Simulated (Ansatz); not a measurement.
HfN:

```
CELL_PARAMETERS angstrom
0.00000 2.45482 2.45482
2.45482 0.00000 2.45482
2.45482 2.45482 0.00000
ATOMIC_POSITIONS crystal
Hf 0.00000 0.00000 0.00000
N 0.25000 0.25000 0.25000
```

The cell comes from a database or a generator and needn't be the stable form of this composition.

```yaml
Program: Ansatz 0.2.0
Task: relaxation of cell and atoms
Functional: revPBE
Potentials_or_basis: Ansatz PAW
Cutoff: "420 eV (not typed: the program's choice for these potentials)"
k_mesh: 9 × 9 × 9
Occupations: fermi-dirac, width 0.05 eV
Spin: no spin polarisation
```

At the start: volume 14.79 Å³/atom.

Task: How do energy, volume and symmetry change on relaxing?

Result: It ends after 4 steps and the volume is 15.05 Å³/atom (+1.7 %); space group F-43m (No. 216, to 0.05 Å).

Step by step:
```tsv
step	energy change (eV)	largest force (eV/Å)	volume (Å³)
1	0.0000	0.0000	29.59
2	-0.0033	0.0000	30.24
3	-0.0040	0.0000	30.10
4	-0.0052	0.0000	30.10
```

Final structure:
```cif
data_structure
_symmetry_space_group_name_H-M 'P 1'
_symmetry_Int_Tables_number 1
_cell_length_a 3.4915
_cell_length_b 3.4915
_cell_length_c 3.4915
_cell_angle_alpha 60.000
_cell_angle_beta 60.000
_cell_angle_gamma 60.000
_cell_volume 30.10
loop_
_atom_site_label
_atom_site_type_symbol
_atom_site_fract_x
_atom_site_fract_y
_atom_site_fract_z
_atom_site_occupancy
Hf1 Hf 0.00000 0.00000 0.00000 1
N1 N 0.25000 0.25000 0.25000 1
```

Caveat: the plane-wave basis is chosen anew once the cell has moved, so the energies of steps on either side of that aren't comparable; the pressure holds a Pulay correction of +0.4 GPa for the finite cutoff; the PAW data sets come from PBE, with cores solved anew for the run's functional, which leaves a small shift of forces and pressure.
